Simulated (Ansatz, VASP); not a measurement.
# Ta: VASP beside Ansatz

```
CELL_PARAMETERS angstrom
-1.65948 1.65948 1.65948
1.65948 -1.65948 1.65948
1.65948 1.65948 -1.65948
ATOMIC_POSITIONS crystal
Ta 0.00000 0.00000 0.00000
```

Alike in both runs: functional PBE; k mesh 18 × 18 × 18; occupations gaussian, width 0.1 eV; no spin polarisation.

Ansatz relaxed the structure, and its values are those at the end. VASP's run is a single point on that final structure, the one shown.

|  | VASP | Ansatz |
| --- | --- | --- |
| version | VASP 6.6.1 | Ansatz 0.2.0 |
| potentials or method | VASP PAW PBE potentials, release 64 (Ta_pv) | scalar-relativistic, plane waves, PAW |
| plane-wave cutoff (eV) | 520 | 420 |
| valence electrons in the cell | 11 | 13 |

```csv
,VASP,Ansatz,Ansatz less VASP
gap on the k mesh at the Fermi level (eV),none,none,-
pressure (GPa),0.1,0.0,-0.07
```

A gap of «none» marks a metal or a gap that the smearing closes. The two sets of potentials don't hold the same shells in valence.

The runs have no spin-orbit coupling, so splittings on Ta are missing.
